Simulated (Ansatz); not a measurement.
A run of Ansatz 0.2.0 is set up as follows.

input.yaml

```yaml
crystal:
  lattice:
    - [0.0, 2.024805, 2.024805]
    - [2.024805, 0.0, 2.024805]
    - [2.024805, 2.024805, 0.0]
  atoms:
    - { symbol: Al, position: [0.0, 0.0, 0.0] }
hamiltonian:
  xc: { exchange: pbesol, correlation: pbesol, exx: { coeff: 0.25 } }
  pseudopotentials: { kind: paw }
kpoints:
  mp_grid: { grid: [6, 6, 6] }
scf:
  occupations: { method: fermi_dirac, width: 0.05 }
output:
  forces: true
  stress: true
  eigenvalues: true
```

Potentials or basis: Ansatz PAW.

Launch:

```console
$ ansatz run input.yaml --threads 2 --pin off --max-ram 5632MiB --backend cpu --events-out ev --progress --plain --runs-dir out
```

(1) What does it give for the pressure?

(2) Estimate the band gap on the k mesh.

Answers

(1) -2.1 GPa.

(2) none (metal or under the smearing width).

Caveat: the k mesh is coarse (spacing up to 0.45 Å⁻¹), so the values aren't converged, least of all with exact exchange; the PAW data sets come from PBE, with cores solved anew for the run's functional, which leaves a small shift of forces and pressure; the thresholds are loose for stress.
